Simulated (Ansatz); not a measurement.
FeO

Computed with Ansatz (plane waves, PAW, 420 eV cutoff): PBE, scalar-relativistic, collinear spin, Γ-centred 14×14×14 mesh, 0.05 eV Gaussian smearing; PAW files: Ansatz's generated set soft_2.

```xyz
2
Lattice="0.0000 2.1543 2.1543 2.1543 0.0000 2.1543 2.1543 2.1543 0.0000" Properties=species:S:1:pos:R:3 pbc="T T T"
Fe    0.0000    0.0000    0.0000
O     2.1543    2.1543    2.1543
```

The chain of runs began from a cell as deposited in COD, expanded in volume. Of that entry: the entry's cell lengths or inner coordinates differ somewhat from later room-temperature determinations.

Magnetic state: ferromagnetic, site spin moments Fe 3.45; O 0.32 μB.

The run above is the reference. The same cell was run again with other input settings; several of them aren't fit for production, so the rows show the settings' effect and aren't properties of the material.

```tsv
keys changed	outcome	ΔE (meV/atom)	P (GPa)	gap on the mesh (eV)	cell moment (μB)	largest force component (eV/Å)	SCF iterations	rough core-seconds	new warnings
none (reference)	converged	0.0	0.0	metal	4.00	0.000	–	–	–
hamiltonian.dispersion: "d3bj"; scf.eigensolver.kind: "davidson"; basis.precision: "f64"; scf.convergence.dr2_threshold: 1e-05	converged	–	-3.3	metal	4.00	0.000	10	6	dispersion switch in reach; force scf threshold loose; stress scf threshold loose
scf.n_extra_bands: 2; scf.eigensolver.kind: "davidson"; basis.precision: "f64"	converged	0.0	0.0	–	4.00	0.000	12	8	moment headroom below auto
scf.lower_state_search: "standard"	converged	0.0	0.0	metal	4.00	0.000	11	6	–
scf.mixing.algorithm: "broyden"; scf.mixing.beta: 0.1; scf.mixing.ndim: 2	converged	0.0	0.0	metal	4.00	0.000	31	13	stability check not made
```

These changes also left energy (to 0.1 meV/atom), pressure, gap, moment and forces as in the reference: scf.convergence.dr2_threshold: 1e-08.

ΔE is the energy with the smearing extrapolated to zero. It is left out where the change alters the Hamiltonian or the spin treatment. The varied runs start from atomic densities (corrected by the program's trained start where that serves), with the default search for lower states unless a row changes it, while the reference went on from a saved state, so a magnet may end in another state whatever the setting.

What happens with these changes: scf.mixing.preconditioner: "local_kerker"; hamiltonian.hubbard: {"sites": [{"species": "Fe", "l": "d", "u_eff": 2.0}], "double_counting": "fll"}?

outcome converged, P (GPa) 7.4, gap on the mesh (eV) 0.25, cell moment (μB) 4.00, largest force component (eV/Å) 0.000, SCF iterations 29, rough core-seconds 210, new warnings reached outside group.

The pair part of a dispersion correction pulls inward (a three-body part mostly pushes out), and in metals and ionic crystals with large ions it often overbinds.

2 further runs (cut off, refused for memory, with changed atoms or starts, or in doubt) are left out.

Of the reference: Site moments are of spin, integrated over atomic spheres. Compounds of this kind are often insulators, Mott or charge-transfer ones with an open 3d shell, so the metal found may come from the functional, which lacks a U or exact exchange, or from the structure.
